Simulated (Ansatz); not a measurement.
# What a change of settings does to a run on CsBr

The cell is COD entry 9008788, as deposited and not checked against the literature; nothing was relaxed. It is an old determination, and later ones may differ. The listed cell was then made from it by scaling, straining or moving an atom.

First run: DFT, PBE, all-electron LAPW, scalar-relativistic (Ansatz 0.2.0).

Command: `ansatz run input.yaml --threads 1 --pin off --max-ram 2048MiB --backend cpu --events-out ev --progress --plain --runs-dir out` The run took 5.3 s on 1 thread of Arm Neoverse V2, on a shared host, peak memory 0.27 GiB.

```yaml
crystal:
  lattice:
    - [4.2133418957, 0.0, 0.0]
    - [0.0, 4.2133418957, 0.0]
    - [0.0, 0.0, 4.2133418957]
  atoms:
    - { symbol: Cs, position: [0.0, 0.0, 0.0] }
    - { symbol: Br, position: [0.5, 0.5, 0.5] }
kpoints:
  mp_grid: { grid: [6, 6, 6] }
scf:
  occupations: { method: fermi_dirac, width: 0.03 }
hamiltonian:
  xc: pbe
  pseudopotentials: { kind: all_electron, lapw: { basis_error: 0.00025 } }
output:
  forces: true
  stress: true
  eigenvalues: true
```

Result: converged; pressure 2.06 GPa; gap on the k mesh 4.73 eV; 8 SCF iterations.

Spin–orbit coupling is left out, though it moves levels of the heavy atoms by tenths of an eV or more.

A second run of a changed input logged this at its end:

```
Error: YAML parse error: error: line 21 column 1: unknown field `ecutwfc`, expected one of crystal, accuracy, basis, kpoints, hamiltonian, magnetization, projection, total_charge, correlation, batch, efield, external_charges, scf, relax, neb, saddle, md, ramp, phonons, dielectric, real_time, elastic, magnetic_configurations, gw, evaluate, workflow, output, checkpoint, execution
  --> <input>:21:1
   |
19 |   stress: true
20 |   eigenvalues: true
21 | ecutwfc: 400
   | ^ unknown field `ecutwfc`, expected one of crystal, accuracy, basis, kpoints, hamiltonian, magnetization, projection, total_charge, correlation, batch, efield, external_charges, scf, relax, neb, saddle, md, ramp, phonons, dielectric, real_time, elastic, magnetic_configurations, gw, evaluate, workflow, output, checkpoint, execution
```

Q: What was wrong with the input?

A: A keyword of another program, by this change (others could give a like log):
```diff
@@ -11,4 +11,5 @@
 scf:
   occupations: { method: fermi_dirac, width: 0.03 }
+  max_iter: 50
 hamiltonian:
   xc: pbe
@@ -18,3 +19,4 @@
   stress: true
   eigenvalues: true
+ecutwfc: 400
```
